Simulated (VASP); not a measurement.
# Ir in VASP: relaxation of the atoms with PBE

Aim: the relaxation of the atoms of Ir with PBE.

All numbers are computed with VASP 6.6.1; they aren't measurements. Logs are shortened: lines on timing, memory, paths and dates and some standing lists are left out, and cuts for length are marked.

## (1) The structure

The cell holds a slab with vacuum, 3 atoms: a = 2.719 Å, b = 2.719 Å, c = 25.752 Å, α = 90.00°, β = 90.00°, γ = 120.00°.

The cell was built by a generator and needn't be a form met in nature.

## (2) Relaxation of the atoms, PBE

INCAR

```
  PREC = Accurate
  ENCUT = 520
  EDIFF = 1E-6
  ISMEAR = 1
  SIGMA = 0.1
  LREAL = F
  LASPH = T
  NELM = 120
  ALGO = Normal
  ISIF = 2
  LWAVE = F
  LCHARG = F
  LDIPOL = T
  IDIPOL = 3
  DIPOL = 0.5 0.5 0.500
  GGA = PE
  IBRION = 2
  NSW = 90
  EDIFFG = -0.02
  KPAR = 2
```

KPOINTS

```
regular mesh
0
Gamma
  14 14 1
```

POSCAR

```
Ir
1.0
    2.7193470000      0.0000000000      0.0000000000
   -1.3596735000      2.3550235400      0.0000000000
    0.0000000000      0.0000000000     25.7524302000
Ir
3
Direct
    0.6666670000      0.3333330000      0.4124765900
    0.3333340000      0.6666660000      0.5000019600
    0.0000000000      1.0000000000      0.5875234100
```

Potentials or basis: VASP PAW PBE potentials, release 64 (Ir).

The run is started by

```bash
> cat potpaw_PBE.64/Ir/POTCAR > POTCAR
> mpirun -np 2 vasp_std > vasp.out
```

OUTCAR:

```text
PREC = Accurate
   ENCUT = 520
   EDIFF = 1E-6
   ISMEAR = 1
   LREAL = F
   LASPH = T
   NELM = 120
   ISIF = 2
   GGA = PE
   IBRION = 2
   NSW = 90
   EDIFFG = -0.02

 ion  position               nearest neighbor table
   1  0.667  0.333  0.412-   2 2.75   2 2.75   2 2.75
   2  0.333  0.667  0.500-   3 2.75   3 2.75   3 2.75   1 2.75   1 2.75   1 2.75
   3  0.000  0.000  0.588-   2 2.75   2 2.75   2 2.75

  LATTYP: Found a hexagonal cell.
 ALAT       =     2.7193470000
 C/A-ratio  =     9.4700787358

  Lattice vectors:

 A1 = (   2.7193470000,   0.0000000000,   0.0000000000)
 A2 = (  -1.3596735000,   2.3550235400,   0.0000000000)
 A3 = (   0.0000000000,   0.0000000000,  25.7524302000)

Analysis of symmetry for initial positions (statically):
=====================================================================
 Subroutine PRICEL returns:
 Original cell was already a primitive cell.

 Routine SETGRP: Setting up the symmetry group for a
 hexagonal supercell.

 Subroutine GETGRP returns: Found 12 space group operations
 (whereof  6 operations were pure point group operations)
 out of a pool of 24 trial point group operations.

The static configuration has the point symmetry C_3v.
 The point group associated with its full space group is D_3d.

Analysis of symmetry for dynamics (positions and initial velocities):
=====================================================================
 Subroutine PRICEL returns:
 Original cell was already a primitive cell.

 Routine SETGRP: Setting up the symmetry group for a
 hexagonal supercell.

 Subroutine GETGRP returns: Found 12 space group operations
 (whereof  6 operations were pure point group operations)
 out of a pool of 24 trial point group operations.

The dynamic configuration has the point symmetry C_3v.
 The point group associated with its full space group is D_3d.

 Subroutine INISYM returns: Found 12 space group operations
 (whereof  6 operations are pure point group operations),
 and found     1 'primitive' translations

----------------------------------------------------------------------------------------

                                     Primitive cell

  volume of cell :     164.9218

  direct lattice vectors                    reciprocal lattice vectors
     2.719347000  0.000000000  0.000000000     0.367735342  0.212312103  0.000000000
    -1.359673500  2.355023540  0.000000000     0.000000000  0.424624206  0.000000000
     0.000000000  0.000000000 25.752430200     0.000000000  0.000000000  0.038831287

  length of vectors
     2.719347000  2.719346962 25.752430200     0.424624200  0.424624206  0.038831287

  position of ions in fractional coordinates (direct lattice)
     0.666667000  0.333333000  0.412476590
     0.333334000  0.666666000  0.500001960
     0.000000000  0.000000000  0.587523410

  ion indices of the primitive-cell ions
   primitive index   ion index
                 1           1
                 2           2
                 3           3

----------------------------------------------------------------------------------------

 KPOINTS: regular mesh

Automatic generation of k-mesh.
 Grid dimensions read from file:
 generate k-points for:   14   14    1

 Generating k-lattice:

  Cartesian coordinates                     Fractional coordinates (reciprocal lattice)
     0.026266810  0.015165150  0.000000000     0.071428571  0.000000000  0.000000000
     0.000000000  0.030330300  0.000000000     0.000000000  0.071428571  0.000000000
     0.000000000  0.000000000  0.038831287     0.000000000  0.000000000  1.000000000

  Length of vectors
     0.030330300  0.030330300  0.038831287

  Shift w.r.t. Gamma in fractional coordinates (k-lattice)
     0.000000000  0.000000000  0.000000000

 Subroutine IBZKPT returns following result:
 ===========================================

 Found     24 irreducible k-points:

 Following reciprocal coordinates:
            Coordinates               Weight
  0.000000  0.000000  0.000000      1.000000
  0.071429  0.000000  0.000000      6.000000
  0.142857  0.000000  0.000000      6.000000
  0.214286  0.000000  0.000000      6.000000
  0.285714 -0.000000  0.000000      6.000000
  0.357143 -0.000000  0.000000      6.000000
[... 16 lines left out ...]
  0.285714  0.285714  0.000000      6.000000
  0.357143  0.285714  0.000000      6.000000
   k-points           NKPTS =     24   k-points in BZ     NKDIM =     24   number of bands    NBANDS=     17
   number of dos      NEDOS =    301   number of ions     NIONS =      3
   total plane-waves  NPLWV =  76800
   dimension x,y,z NGX =    20 NGY =   20 NGZ =  192
   dimension x,y,z NGXF=    40 NGYF=   40 NGZF=  384
   ions per type =               3
   NGX,Y,Z   is equivalent  to a cutoff of  12.23, 12.23, 12.39 a.u.
   NGXF,Y,Z  is equivalent  to a cutoff of  24.45, 24.45, 24.79 a.u.
 SYSTEM =  unknown system
   PREC   = accura    normal or accurate (medium, high low for compatibility)
   ISTART =      0    job   : 0-new  1-cont  2-samecut
   ICHARG =      2    charge: 1-file 2-atom 10-const
   ISPIN  =      1    spin polarized calculation?
   LNONCOLLINEAR =      F non collinear calculations
   LSORBIT =      F    spin-orbit coupling
   LASPH  =      T    aspherical Exc in radial PAW
   ENCUT  =  520.0 eV  38.22 Ry    6.18 a.u.   5.06  5.06 47.88*2*pi/ulx,y,z
   NELM   =    120;   NELMIN=  2; NELMDL= -5     # of ELM steps
   EDIFF  = 0.1E-05   stopping-criterion for ELM
   LREAL  =      F    real-space projection
   EDIFFG = -.2E-01   stopping-criterion for IOM
   NSW    =     90    number of steps for IOM
   IBRION =      2    ionic relax: 0-MD 1-quasi-New 2-CG
   NFREE  =      1    steps in history (QN), initial steepest desc. (CG)
   ISIF   =      2    stress and relaxation
   ISYM   =      2    0-nonsym 1-usesym 2-fastsym
   POTIM  = 0.5000    time-step for ionic-motion
   TEBEG  =    0.0;   TEEND  =   0.0 temperature during run
   PSTRESS=    0.0 pullay stress
   NELECT =      27.0000    total number of electrons
   NUPDOWN=      -1.0000    fix difference up-down
   EMIN   =  10.00;   EMAX   =-10.00  energy-range for DOS
   EFERMI =   0.00;   METHOD = LEGACY
   ISMEAR =     1;   SIGMA  =   0.10  broadening in eV -4-tet -1-fermi 0-gaus
   EFERMI_NEDOS =   21; number of points for ismear=-14 and -15
   IALGO  =     38    algorithm
   IMIX   =      4    mixing-type and parameters
     AMIX     =   0.40;   BMIX     =  1.00
     AMIX_MAG =   1.60;   BMIX_MAG =  1.00
  volume/ion in A,a.u.               =      54.97       370.98
  Fermi-wavevector in a.u.,A,eV,Ry     =   0.895578  1.692397 10.912687  0.802060
  Thomas-Fermi vector in A             =   2.017928
   LORBIT       =      0    0 simple, 1 ext, 2 COOP (PROOUT), +10 PAW based schemes
   GGA     = PE    functional components
   LHFCALC =     F    Hartree Fock is set to
   AEXX    =    0.0000 exact exchange contribution
   IVDW    =     0    specifies the selected vdW correction
   LEPSILON=     F    determine dielectric tensor
   LRPA    =     F    only Hartree local field effects (RPA)
 conjugate gradient relaxation of ions
 non-spin polarized calculation
 Methfessel and Paxton  Order N= 1 SIGMA  =   0.10
  energy-cutoff  :      520.00
  volume of cell :      164.92
 maximum number of plane-waves:      4477
   NGX = 11   NGY = 11   NGZ = 95

--------------------------------------- Ionic step        1  -------------------------------------------

 number of electron      27.0000000 magnetization

 Free energy of the ion-electron system (eV)
  ---------------------------------------------------
  ext. energy  EPLUGINS =         0.00000000
  ---------------------------------------------------
  free energy    TOTEN  =       -24.67361045 eV

  energy without entropy =      -24.67767296  energy(sigma->0) =      -24.67496462

------------------------ aborting loop because EDIFF is reached ----------------------------------------

  FORCE on cell =-STRESS in cart. coord.  units (eV):
  Direction    XX          YY          ZZ          XY          YZ          ZX
  --------------------------------------------------------------------------------------
  -------------------------------------------------------------------------------------
  Total       -3.1225659     -3.1225657     -3.3158980      0.0000000      0.0000000      0.0000000
  in kB      -30.3350063    -30.3350052    -32.2131830      0.0000000      0.0000000      0.0000000
  external PRESSURE =     -30.9610648 kB  Pullay stress =       0.0000000 kB
[... 59 lines left out ...]
  energy  without entropy=      -24.7156924848  energy(sigma->0) =      -24.71386567

--------------------------------------- Ionic step        3  -------------------------------------------

 number of electron      27.0000000 magnetization

 dipolmoment           0.000000      0.000000     -0.000323 electrons x Angstroem

 Free energy of the ion-electron system (eV)
  ---------------------------------------------------
  ext. energy  EPLUGINS =         0.00000000
  ---------------------------------------------------
  free energy    TOTEN  =       -24.72571501 eV

  energy without entropy =      -24.72737303  energy(sigma->0) =      -24.72626768

 E-fermi :  -1.3545     XC(G=0):  -4.3545

 val. band max:       -1.3629163932   @ k =   0.4286   0.1429   0.0000
 cond. band min:      -1.3524793517   @ k =   0.4286   0.0000   0.0000
 fundamental gap:      0.0104370416
 Fermi energy:        -1.3545066494

 k-point     1 :       0.0000    0.0000    0.0000
  band No.  band energies     occupation
      1     -11.4751      2.00000
      2      -9.4294      2.00000
      3      -9.0639      2.00000
      4      -5.0990      2.00000
      5      -5.0640      2.00000
      6      -5.0640      2.00000
[... 9 lines left out ...]
     16      -1.6692      2.00008
     17      -1.0217     -0.00003
[... 445 lines left out ...]
      3      -6.8636      2.00000
      4      -6.6244      2.00000
      5      -6.0467      2.00000
      6      -5.2171      2.00000
[... 9 lines left out ...]
     16       4.2570      0.00000
     17       4.2859      0.00000

------------------------ aborting loop because EDIFF is reached ----------------------------------------

 vacuum level on the upper side and lower side of the slab       (xc-potential included)        -0.089        -0.081

  FORCE on cell =-STRESS in cart. coord.  units (eV):
  Direction    XX          YY          ZZ          XY          YZ          ZX
  --------------------------------------------------------------------------------------
  -------------------------------------------------------------------------------------
  Total       -1.9863482     -1.9863481     -0.0719069     -0.0000000     -0.0000000      0.0000000
  in kB      -19.2969142    -19.2969135     -0.6985588     -0.0000000     -0.0000000      0.0000000
  external PRESSURE =     -13.0974621 kB  Pullay stress =       0.0000000 kB

 VOLUME and BASIS-vectors are now :
 -----------------------------------------------------------------------------
  energy-cutoff  :      520.00
  volume of cell :      164.92
      direct lattice vectors                 reciprocal lattice vectors
     2.719347000  0.000000000  0.000000000     0.367735342  0.212312103  0.000000000
    -1.359673500  2.355023540  0.000000000     0.000000000  0.424624206  0.000000000
     0.000000000  0.000000000 25.752430200     0.000000000  0.000000000  0.038831287
[... 9 lines left out ...]
  FREE ENERGIE OF THE ION-ELECTRON SYSTEM (eV)
  ---------------------------------------------------
  free  energy   TOTEN  =       -24.7257150068 eV

  energy  without entropy=      -24.7273730343  energy(sigma->0) =      -24.72626768

 reached required accuracy - stopping structural energy minimisation

 vacuum level on the upper side and lower side of the slab         3.944         3.953
```

Run time: 2.1 min. Hardware: 2 MPI ranks of Intel Xeon Platinum 8488C (Sapphire Rapids), shared host; peak memory 0.28 GiB.

Results:

```yaml
Free_energy: -24.7257 eV
Energy_gained_by_relaxing: 17.4 meV/atom
Ionic_steps: 3
Largest_force_after_relaxing: 0.010 eV/Å
Band_gap_on_the_k_mesh: none (metal or under the smearing width)
```

Forces on the atoms (eV/Å):
```
Ir   0.000  0.000  0.010
Ir   0.000  0.000  0.000
Ir   0.000  0.000 -0.010
```

Step by step:
```tsv
step	energy change (eV)	largest force (eV/Å)	pressure (GPa)
1	0.0000	0.7299	-3.10
2	-0.0393	0.3768	-2.20
3	-0.0521	0.0097	-1.31
```

Final structure:
```
Ir
1.0
     2.71935    0.00000    0.00000
    -1.35967    2.35502    0.00000
     0.00000    0.00000   25.75243
Ir
3
Direct
  0.66667 0.33333 0.41509
  0.33333 0.66667 0.50000
  0.00000 0.00000 0.58491
```

The run has no spin-orbit coupling, so splittings on Ir are missing.
